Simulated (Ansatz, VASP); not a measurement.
Given: the input of a run of Ansatz 0.2.0 on CaB2.

Contents of input.yaml:

```yaml
crystal:
  lattice:
    - [3.1828245297, 0.0, 0.0]
    - [-1.5914122648, 2.7564068984, 0.0]
    - [0.0, 0.0, 4.0124205046]
  atoms:
    - { symbol: Ca, position: [0.0, 0.0, 0.0] }
    - { symbol: B, position: [0.6666666667, 0.3333333333, 0.5] }
    - { symbol: B, position: [0.3333333333, 0.6666666667, 0.5] }
hamiltonian:
  xc: pbe
  pseudopotentials: { kind: paw }
kpoints:
  mp_grid: { grid: [9, 9, 7] }
scf:
  occupations: { method: fermi_dirac, width: 0.05 }
output:
  forces: true
  stress: true
  eigenvalues: true
```

Potentials or basis: Ansatz PAW.

Command:

```sh
$ ansatz run input.yaml --threads 2 --pin off --max-ram 5120MiB --backend cpu --events-out ev --progress --plain --runs-dir out
```

Question: Translate it to VASP 6.6.1. Potentials there: VASP PAW PBE potentials, release 64 (Ca_sv, B).

Answer: As run (the cutoff follows the program's own potentials):

The input INCAR:

```
SYSTEM = CaB2
  PREC = Accurate
  ENCUT = 520
  EDIFF = 1E-7
  ISMEAR = -1
  SIGMA = 0.05
  LREAL = .False.
  LASPH = .True.
  NELM = 60
  ALGO = Normal
  ISIF = 2
  LWAVE = .False.
  LCHARG = .False.
  GGA = PE
  NBANDS = 15
```

KPOINTS

```
regular mesh
0
Gamma
  9 9 7
  0 0 0
```

POSCAR

```
CaB2
1.0
    3.1828245297      0.0000000000      0.0000000000
   -1.5914122648      2.7564068984      0.0000000000
    0.0000000000      0.0000000000      4.0124205046
Ca B
1 2
Direct
    0.0000000000      0.0000000000      0.0000000000
    0.6666666667      0.3333333333      0.5000000000
    0.3333333333      0.6666666667      0.5000000000
```

Potentials or basis: VASP PAW PBE potentials, release 64 (Ca_sv, B).

The run is started by

```bash
$ cat potpaw_PBE.64/Ca_sv/POTCAR potpaw_PBE.64/B/POTCAR > POTCAR
$ mpirun -np 1 vasp_std > vasp.out
```

Both were run:

|  | VASP | Ansatz | Ansatz less VASP |
| --- | --- | --- | --- |
| gap on the k mesh at the Fermi level (eV) | none | none | - |
| pressure (GPa) | 5.2 | 4.9 | -0.34 |
| largest component of the traceless stress (GPa) | 0.48 | 0.32 | -0.163 |

A gap of «none» marks a metal or a gap that the smearing closes.
